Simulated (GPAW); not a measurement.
Fe, 1 atom in the cell. Symmetry: Fmmm, No. 69, orthorhombic system. The conventional cell has a = 2.997 Å, b = 3.883 Å, c = 3.930 Å, α = 90.00°, β = 90.00°, γ = 90.00°. Fe (site symmetry mmm) has 12 Fe at 2.45 to 2.76 Å as nearest neighbours. 

| Quantity | Value |
| --- | --- |
| Program | GPAW 26.7.0 |
| Task | band structure |
| Functional | PBEsol |
| Potentials or basis | PAW data sets generated in the run's folder for this functional |
| Cutoff | 600 eV |
| Basis | pw |
| k mesh | 11 × 11 × 11 |
| Occupations | fermi-dirac, width 0.05 eV |
| Spin | collinear spin, ferromagnetic start |
| Starting moments | [3.0] μB |
| Hubbard terms | Fe d U = 1 eV |
| Maxiter | 150 |
| Band path | GYCDXGZD1HC,C1Z,XH1,HY,LG |
| Band points | 60 |

Potentials or basis: PAW data sets generated in the run's folder for this functional, pw.

Launch:

```console
$ gpaw-setup -f PBEsol Fe
$ OMP_NUM_THREADS=1 python run.py
```

Hardware: 1 thread of Arm Neoverse V2 (shared host).

Task: Estimate the wall time of this run.

Result: It took 46 s on 1 thread of Arm Neoverse V2 (shared host), peak memory 0.21 GiB. Counts: scf iterations 16, plane waves 396, bands 12, k points 216.
